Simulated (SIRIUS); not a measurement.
# CuO (Pm-3m) in SIRIUS: reference runs

Aim: a first look at CuO with PBE, on the cell as given, and energy against volume gives the equilibrium volume and stiffness.

All numbers are computed with SIRIUS 7.10.0; they aren't measurements. Logs are shortened: lines on timing, memory, paths and dates and some standing lists are left out, and cuts for length are marked. The log counts tension as positive stress, the text compression.

**1. The structure**

Symmetry: Pm-3m, No. 221, cubic system. The conventional cell has a = 2.553 Å, b = 2.553 Å, c = 2.553 Å, α = 90.00°, β = 90.00°, γ = 90.00°. Cu (site symmetry m-3m) has 8 O at 2.21 Å as nearest neighbours. O (site symmetry m-3m) has 8 Cu at 2.21 Å as nearest neighbours.

Measurements of this composition are mostly on another form, of space group No. 15.

**2. Single point, PBE**

The input, sirius.json:

```json
{
  "control": {
    "processing_unit": "cpu",
    "verbosity": 2,
    "num_bands_to_print": 20,
    "print_forces": true,
    "print_stress": true
  },
  "parameters": {
    "electronic_structure_method": "pseudopotential",
    "xc_functionals": ["XC_GGA_X_PBE", "XC_GGA_C_PBE"],
    "gk_cutoff": 9.6,
    "pw_cutoff": 19.2,
    "ngridk": [10, 10, 10],
    "shiftk": [0, 0, 0],
    "smearing": "fermi_dirac",
    "smearing_width": 0.0018374661,
    "num_bands": 20,
    "num_mag_dims": 0,
    "num_dft_iter": 100,
    "energy_tol": 1e-08,
    "density_tol": 1e-06
  },
  "iterative_solver": {
    "type": "davidson",
    "min_tolerance": 1e-09,
    "tolerance_scale": [0.1, 0.25]
  },
  "mixer": {
    "type": "anderson",
    "beta": 0.7,
    "max_history": 8
  },
  "settings": {
    "tol_ne": 1e-10,
    "pseudo_grid_cutoff": 6.5
  },
  "unit_cell": {
    "lattice_vectors": [
      [4.823621572146, 0.0, 0.0],
      [0.0, 4.823621572146, 0.0],
      [0.0, 0.0, 4.823621572146]
    ],
    "atom_coordinate_units": "lattice",
    "atom_types": ["Cu", "O"],
    "atom_files": {
      "O": "O.json",
      "Cu": "Cu.json"
    },
    "atoms": {
      "Cu": [
        [0.0, 0.0, 0.0]
      ],
      "O": [
        [0.5, 0.5, 0.5]
      ]
    }
  }
}
```

Potentials or basis: PseudoDojo 0.4.1 PBE standard (scalar relativistic).

Command:

```bash
$ upf_to_json O.upf
$ upf_to_json Cu.upf
$ OMP_NUM_THREADS=1 sirius.scf --input=sirius.json --output=out.json --task=0
```

What it wrote:

```text
[info] SIRIUS version : 7.10.0
[info] number of MPI ranks           : 1
[info] MPI grid                      : 1 1
[info] maximum number of OMP threads : 1
[fft] FFT context for density and potential
[fft] =====================================
[fft]   comm size                             : 1
[fft]   plane wave cutoff                     : 19.2
[fft]   grid size                             : 32 32 32   total : 32768
[fft]   grid limits                           : -15 16   -15 16   -15 16
[fft]   number of G-vectors within the cutoff : 6699
[fft]   local number of G-vectors             : 6699
[fft]   number of G-shells                    : 393
[fft] FFT context for coarse grid
[fft] =====================================
[fft]   comm size                             : 1
[fft]   plane wave cutoff                     : 19.2
[fft]   grid size                             : 32 32 32   total : 32768
[fft]   grid limits                           : -15 16   -15 16   -15 16
[fft]   number of G-vectors within the cutoff : 6699
[fft]   local number of G-vectors             : 6699
[fft]   number of G-shells                    : 393
[unit cell] lattice vectors
[unit cell]   a1 :       4.8236215721      0.0000000000      0.0000000000
[unit cell]   a2 :       0.0000000000      4.8236215721      0.0000000000
[unit cell]   a3 :       0.0000000000      0.0000000000      4.8236215721
[unit cell] reciprocal lattice vectors
[unit cell]   b1 :       1.3025867003      0.0000000000      0.0000000000
[unit cell]   b2 :       0.0000000000      1.3025867003      0.0000000000
[unit cell]   b3 :       0.0000000000      0.0000000000      1.3025867003
[unit cell] unit cell volume :       112.23277114 [a.u.^3]
[unit cell] 1/sqrt(omega)    :         0.09439308
[unit cell] MT volume        :         0.00000000 ( 0.00%)
[unit cell] IT volume        :       112.23277114 (100.00%)
[unit cell] number of atom types : 2
[unit cell] type id : 0 symbol : Cu mt_radius :  14.910000 num_atoms : 1
[unit cell] type id : 1 symbol :  O mt_radius :   9.350000 num_atoms : 1
[unit cell] total number of atoms : 2
[unit cell] number of symmetry classes : 2
[unit cell] number of PAW atoms : 0
[unit cell] atom id  type id  class id             position                      vector_field
[unit cell] ------------------------------------------------------------------------------------------
[unit cell]      0        0        0      0.00000   0.00000   0.00000      0.00000   0.00000   0.00000
[unit cell]      1        1        1      0.50000   0.50000   0.50000      0.00000   0.00000   0.00000
[unit cell] atom id         position (Cartesian, a.u.)
[unit cell] ---------------------------------------------
[unit cell]      0       0.000000    0.000000    0.000000
[unit cell]      1       2.411811    2.411811    2.411811
[unit cell] class id : 0 atom id : 0
[unit cell] class id : 1 atom id : 1
[unit cell] minimum bond length:     4.177379
[unit cell] total number of pseudo wave-functions: 14
[sym] space group number   : 221
[sym] international symbol : Pm-3m
[sym] Hall symbol          : -P 4 2 3
[sym] space group transformation matrix :
[sym]   1.0000  0.0000  0.0000
[sym]   0.0000  1.0000  0.0000
[sym]   0.0000  0.0000  1.0000
[sym] space group origin shift :
[sym]   0.0000  0.0000  0.0000
[sym] number of space group operations  : 48
[sym] number of magnetic group operations : 48
[sym] metric tensor error: 0.0000e+00
[sym] rotation matrix error: 0.0000e+00
[sym] symmetry operations
[... list of symmetry operations ...]
[atom type] label          : Cu
[atom type] --------------------------------------------------------------------------------
[atom type] symbol         : Cu
[... 189 lines left out ...]
[find] Efermi                         :       0.70920033
[find] iteration : 1, RMS : 8.879187922884e-02, energy difference : -1.724762535636e-01
[find] Hartree energy of density residual : 1.091871466044e+00
[find] | SCF iteration   2 out of 100|
[diagonalize] iterative solver tolerance (occupied, empty): 0.000625 0.000625
[diagonalize] average number of iterations: 2.26786
[... levels, occupations and energy terms ...]
[find] Total energy                   :    -206.05022249 (Ha),    -412.10044497 (Ry)
[find] Free energy (E-TS)             :    -206.05136318 (Ha),    -412.10272635 (Ry)
[find] band gap (eV)                  :       0.00000000
[find] Efermi                         :       0.59583093
[find] iteration : 2, RMS : 1.960547226894e-02, energy difference : -1.577892479262e-01
[find] Hartree energy of density residual : 5.555509750575e-02
[find] | SCF iteration   3 out of 100|
[diagonalize] iterative solver tolerance (occupied, empty): 0.00015625 0.00015625
[diagonalize] average number of iterations: 2.33929
[find] Total energy                   :    -206.06000858 (Ha),    -412.12001717 (Ry)
[find] Free energy (E-TS)             :    -206.06083307 (Ha),    -412.12166613 (Ry)
[find] band gap (eV)                  :       0.00000000
[find] Efermi                         :       0.59483535
[find] iteration : 3, RMS : 5.042129531773e-03, energy difference : -9.786097561971e-03
[find] Hartree energy of density residual : 1.521873654133e-03
[find] | SCF iteration   4 out of 100|
[diagonalize] iterative solver tolerance (occupied, empty): 3.90625e-05 3.90625e-05
[... 65 lines left out ...]
[find] Free energy (E-TS)             :    -206.06036904 (Ha),    -412.12073808 (Ry)
[find] band gap (eV)                  :       0.00000000
[find] Efermi                         :       0.59084345
[find] iteration : 11, RMS : 6.313323869679e-07, energy difference : -1.493268086961e-08
[find] Hartree energy of density residual : 2.127138103597e-11
[find] | SCF iteration  12 out of 100|
[diagonalize] iterative solver tolerance (occupied, empty): 1e-09 1e-09
[diagonalize] average number of iterations: 1.32143
[find] Total energy                   :    -206.05955564 (Ha),    -412.11911128 (Ry)
[find] Free energy (E-TS)             :    -206.06036904 (Ha),    -412.12073808 (Ry)
[find] band gap (eV)                  :       0.00000000
[find] Efermi                         :       0.59084402
[find] iteration : 12, RMS : 1.180835344021e-06, energy difference : -6.071218194847e-09
[find] Hartree energy of density residual : 3.765554267923e-11
[find] bands are converged : true
[find] iterative solver converged : true
[find] +------------------------------+
[find] | SCF iteration  13 out of 100|
[find] +------------------------------+
[diagonalize] iterative solver tolerance (occupied, empty): 1e-09 1e-09
[diagonalize] average number of iterations: 1
[diagonalize] Lowest band energies
[diagonalize] ik:    0   -3.535751   -1.969969   -1.969969   -1.969969   -0.149139    0.456068    0.456068    0.511933    0.511933    0.511933    0.528032    0.528032    0.528032    0.635495    1.184884    1.184884    1.359666    1.359666    1.359666    1.843957
[diagonalize] ik:    1   -3.535734   -1.970176   -1.969952   -1.969952   -0.144846    0.441660    0.457154    0.496552    0.496552    0.499265    0.528280    0.545003    0.545003    0.662585    1.160743    1.188349    1.352591    1.352591    1.386131    1.739888
[diagonalize] ik:    2   -3.535689   -1.970719   -1.969909   -1.969909   -0.132894    0.390627    0.460023    0.478220    0.478220    0.504523    0.528929    0.567711    0.567711    0.710476    1.102061    1.198707    1.331695    1.331695    1.456306    1.621924
[diagonalize] ik:    3   -3.535634   -1.971389   -1.969855   -1.969855   -0.116354    0.333468    0.463628    0.463794    0.463794    0.522977    0.529734    0.588021    0.588021    0.758983    1.028284    1.215320    1.302652    1.302652    1.525326    1.557265
[diagonalize] ik:    4   -3.535590   -1.971931   -1.969811   -1.969811   -0.101036    0.290917    0.454630    0.454630    0.466593    0.530387    0.540437    0.602376    0.602376    0.808180    0.954347    1.234516    1.277786    1.277786    1.457020    1.673096
[diagonalize] ...
[diagonalize] ik:   51   -3.535283   -1.971778   -1.971778   -1.970989   -0.038880    0.353272    0.353272    0.391128    0.518274    0.547766    0.565055    0.565055    0.597140    0.820231    0.916957    0.916957    1.239551    1.375040    1.452639    1.452639
[diagonalize] ik:   52   -3.535273   -1.971556   -1.971543   -1.971543   -0.036537    0.356597    0.356597    0.369904    0.535387    0.535387    0.558866    0.594824    0.594824    0.841088    0.896430    0.896430    1.202018    1.431860    1.432150    1.432150
[diagonalize] ik:   53   -3.535256   -1.971746   -1.971532   -1.971523   -0.032238    0.349031    0.354864    0.365428    0.536106    0.542496    0.579450    0.582737    0.604631    0.841727    0.879031    0.885361    1.180324    1.425173    1.430344    1.450077
[diagonalize] ik:   54   -3.535240   -1.971726   -1.971726   -1.971508   -0.027850    0.348076    0.348076    0.358363    0.539627    0.548072    0.592511    0.592511    0.603143    0.839117    0.869450    0.869450    1.151167    1.425777    1.447127    1.447127
[diagonalize] ik:   55   -3.535223   -1.971706   -1.971706   -1.971706   -0.023303    0.346209    0.346209    0.346209    0.548189    0.548189    0.604997    0.604997    0.604997    0.849664    0.849664    0.849664    1.115856    1.446031    1.446031    1.446031
[find] Charges and magnetic moments
[find] --------------------------------------------------------------------------------
[find] total charge          : 25.000000
[find] Energy
[find] --------------------------------------------------------------------------------
[find] valence_eval_sum               :     -11.88506217
[find] <rho|V^{XC}>                   :     -28.79967385
[find] <rho|E^{XC}>                   :     -27.50888944
[find] <mag|B^{XC}>                   :       0.00000000
[find] <rho|V^{H}>                    :     119.50617555
[find] one-electron contribution      :    -102.59156387 (Ha),    -205.18312774 (Ry)
[find] hartree contribution           :      59.75308778
[find] xc contribution                :     -27.50888944
[find] ewald contribution             :    -135.71219062
[find] PAW contribution               :       0.00000000
[find] smearing (-TS)                 :      -0.00081341
[find] SCF correction                 :       0.00000051
[find] Total energy                   :    -206.05955563 (Ha),    -412.11911127 (Ry)
[find] Free energy (E-TS)             :    -206.06036904 (Ha),    -412.12073808 (Ry)
[find] band gap (eV)                  :       0.00000000
[find] Efermi                         :       0.59084282
[find] iteration : 13, RMS : 1.201047463823e-07, energy difference : 7.607582119817e-09
[find] Hartree energy of density residual : 3.162940037054e-13
[find] bands are converged : true
[find] iterative solver converged : true
[find] converged after 14 SCF iterations!
[find] Charges and magnetic moments
[find] --------------------------------------------------------------------------------
[find] total charge          : 25.000000
[find] Energy
[find] --------------------------------------------------------------------------------
[find] valence_eval_sum               :     -11.88506217
[find] <rho|V^{XC}>                   :     -28.79967385
[find] <rho|E^{XC}>                   :     -27.50888944
[find] <mag|B^{XC}>                   :       0.00000000
[find] <rho|V^{H}>                    :     119.50617555
[find] one-electron contribution      :    -102.59156387 (Ha),    -205.18312774 (Ry)
[find] hartree contribution           :      59.75308778
[find] xc contribution                :     -27.50888944
[find] ewald contribution             :    -135.71219062
[find] PAW contribution               :       0.00000000
[find] smearing (-TS)                 :      -0.00081341
[find] SCF correction                 :       0.00000051
[find] Total energy                   :    -206.05955563 (Ha),    -412.11911127 (Ry)
[find] Free energy (E-TS)             :    -206.06036904 (Ha),    -412.12073808 (Ry)
[find] band gap (eV)                  :       0.00000000
[find] Efermi                         :       0.59084282
[ground_state] === stress tensor components [kbar] ===
[ground_state] === stress_kin ===
[ground_state] -171956.556509    0.000000    0.000000
[ground_state]     0.000000-171956.556509   -0.000000
[ground_state]     0.000000   -0.000000-171956.556509
[ground_state] === stress_har ===
[ground_state] -52212.804058   -0.000000   -0.000000
[ground_state]    -0.000000-52212.804058    0.000000
[ground_state]    -0.000000    0.000000-52212.804058
[ground_state] === stress_ewald ===
[ground_state] 118586.574864    0.000000    0.000000
[ground_state]     0.000000118586.574864   -0.000000
[ground_state]     0.000000   -0.000000118586.574864
[ground_state] === stress_vloc ===
[ground_state] 13428.789768    0.000000    0.000000
[ground_state]     0.00000013428.789768   -0.000000
[ground_state]     0.000000   -0.00000013428.789768
[ground_state] === stress_xc ===
[ground_state]  4267.481231    0.000000    0.000000
[ground_state]     0.000000 4267.481231   -0.000000
[ground_state]     0.000000   -0.000000 4267.481231
[ground_state] === stress_core ===
[ground_state] 16961.472714    0.000000    0.000000
[ground_state]     0.00000016961.472714    0.000000
[ground_state]     0.000000    0.00000016961.472714
[ground_state] === stress_nonloc ===
[ground_state] 70719.491364    0.000000   -0.000000
[ground_state]     0.00000070719.491364   -0.000000
[ground_state]    -0.000000   -0.00000070719.491364
[ground_state] === stress_us_nl ===
[ground_state] 70719.491364    0.000000   -0.000000
[ground_state]     0.00000070719.491364   -0.000000
[ground_state]    -0.000000   -0.00000070719.491364
[ground_state] === stress_total ===
[ground_state]  -205.550625   -0.000000    0.000000
[ground_state]    -0.000000 -205.550625   -0.000000
[ground_state]     0.000000   -0.000000 -205.550625
[ground_state] ==== total Forces in Ha/bohr =====
[ground_state] atom:    0, force:       0.0000000      0.0000000      0.0000000
[... 14 lines left out ...]
[ground_state] atom:    0, force:       0.0000000      0.0000000      0.0000000
[ground_state] atom:    1, force:       0.0000000      0.0000000      0.0000000
[~DFT_ground_state] local op. applied: 36157
[~DFT_ground_state] evp. work count: 7631.21
[~DFT_ground_state] number of iterative solver steps: 1568
```

Wall time 29 s (1 thread of Arm Neoverse V2, shared host); peak memory 0.33 GiB.

Results:

| Quantity | Value |
| --- | --- |
| Free energy | -5607.1883 eV |
| Pressure | 20.6 GPa |
| Band gap on the k mesh | none (metal or under the smearing width) |

Caveat: so large a pressure means that the cell lies far from this level's equilibrium, or that cutoff or potentials fall short; an odd number of electrons without spin polarisation forces a metal; a magnetic or distorted state may lie lower; the run has no spin polarisation, though such a crystal can be magnetic; semilocal functionals often make such compounds metallic where correlation or magnetic order opens a gap, which also shifts bond lengths. With open d or f shells a metallic result of PBE can be an artefact of self-interaction; +U or a hybrid may open a gap.

**3. Single point, PBE, 7.82 Å³/atom (volume scaled by 0.94)**

Changes to sirius.json since step 2:

```diff
@@ -39,5 +39,5 @@
     "lattice_vectors": [
-      [4.823621572146, 0.0, 0.0],
-      [0.0, 4.823621572146, 0.0],
-      [0.0, 0.0, 4.823621572146]
+      [4.725152685682, 0.0, 0.0],
+      [0.0, 4.725152685682, 0.0],
+      [0.0, 0.0, 4.725152685682]
     ],
```

Potentials or basis: PseudoDojo 0.4.1 PBE standard (scalar relativistic).

Command:

```bash
$ upf_to_json O.upf
$ upf_to_json Cu.upf
$ OMP_NUM_THREADS=1 sirius.scf --input=sirius.json --output=out.json --task=0
```

Run time: 27 s. Hardware: 1 thread of Arm Neoverse V2, shared host; peak memory 0.32 GiB.

The run converged. Its results:

```yaml
Free_energy: -5607.0047 eV
Pressure: 39.3 GPa
Band_gap_on_the_k_mesh: none (metal or under the smearing width)
```

Caveat: an odd number of electrons without spin polarisation forces a metal; a magnetic or distorted state may lie lower; the run has no spin polarisation, though such a crystal can be magnetic; semilocal functionals often make such compounds metallic where correlation or magnetic order opens a gap, which also shifts bond lengths.

**4. Single point, PBE, 7.98 Å³/atom (volume scaled by 0.96)**

Changes to sirius.json since step 3:

```diff
@@ -39,5 +39,5 @@
     "lattice_vectors": [
-      [4.725152685682, 0.0, 0.0],
-      [0.0, 4.725152685682, 0.0],
-      [0.0, 0.0, 4.725152685682]
+      [4.758429505313, 0.0, 0.0],
+      [0.0, 4.758429505313, 0.0],
+      [0.0, 0.0, 4.758429505313]
     ],
```

Command:

```bash
$ upf_to_json O.upf
$ upf_to_json Cu.upf
$ OMP_NUM_THREADS=1 sirius.scf --input=sirius.json --output=out.json --task=0
```

It took 28 s on 1 thread of Arm Neoverse V2, shared host; peak memory 0.32 GiB.

It converged, with:

```yaml
Free_energy: -5607.0791 eV
Pressure: 32.4 GPa
Band_gap_on_the_k_mesh: none (metal or under the smearing width)
```

Caveat: an odd number of electrons without spin polarisation forces a metal; a magnetic or distorted state may lie lower; the run has no spin polarisation, though such a crystal can be magnetic; semilocal functionals often make such compounds metallic where correlation or magnetic order opens a gap, which also shifts bond lengths.

**5. Single point, PBE, 8.15 Å³/atom (volume scaled by 0.98)**

Changes to sirius.json since step 4:

```diff
@@ -39,5 +39,5 @@
     "lattice_vectors": [
-      [4.758429505313, 0.0, 0.0],
-      [0.0, 4.758429505313, 0.0],
-      [0.0, 0.0, 4.758429505313]
+      [4.791247297618, 0.0, 0.0],
+      [0.0, 4.791247297618, 0.0],
+      [0.0, 0.0, 4.791247297618]
     ],
```

Command:

```bash
$ upf_to_json O.upf
$ upf_to_json Cu.upf
$ OMP_NUM_THREADS=1 sirius.scf --input=sirius.json --output=out.json --task=0
```

Wall time 28 s (1 thread of Arm Neoverse V2, shared host); peak memory 0.32 GiB.

It converged, with:

| Property | Result |
| --- | --- |
| Free energy | -5607.1398 eV |
| Pressure | 26.2 GPa |
| Band gap on the k mesh | none (metal or under the smearing width) |

Caveat: an odd number of electrons without spin polarisation forces a metal; a magnetic or distorted state may lie lower; the run has no spin polarisation, though such a crystal can be magnetic; semilocal functionals often make such compounds metallic where correlation or magnetic order opens a gap, which also shifts bond lengths.

**6. Single point, PBE, 8.48 Å³/atom (volume scaled by 1.02)**

Changes to sirius.json since step 5:

```diff
@@ -39,5 +39,5 @@
     "lattice_vectors": [
-      [4.791247297618, 0.0, 0.0],
-      [0.0, 4.791247297618, 0.0],
-      [0.0, 0.0, 4.791247297618]
+      [4.855567016795, 0.0, 0.0],
+      [0.0, 4.855567016795, 0.0],
+      [0.0, 0.0, 4.855567016795]
     ],
```

Potentials or basis: PseudoDojo 0.4.1 PBE standard (scalar relativistic).

Command:

```bash
$ upf_to_json O.upf
$ upf_to_json Cu.upf
$ OMP_NUM_THREADS=1 sirius.scf --input=sirius.json --output=out.json --task=0
```

It took 28 s on 1 thread of Arm Neoverse V2, shared host; peak memory 0.33 GiB.

The run converged. Its results:

| Property | Result |
| --- | --- |
| Free energy | -5607.2257 eV |
| Pressure | 15.5 GPa |
| Band gap on the k mesh | none (metal or under the smearing width) |

Caveat: an odd number of electrons without spin polarisation forces a metal; a magnetic or distorted state may lie lower; the run has no spin polarisation, though such a crystal can be magnetic; semilocal functionals often make such compounds metallic where correlation or magnetic order opens a gap, which also shifts bond lengths.

(Continued in part 2 of 2.)
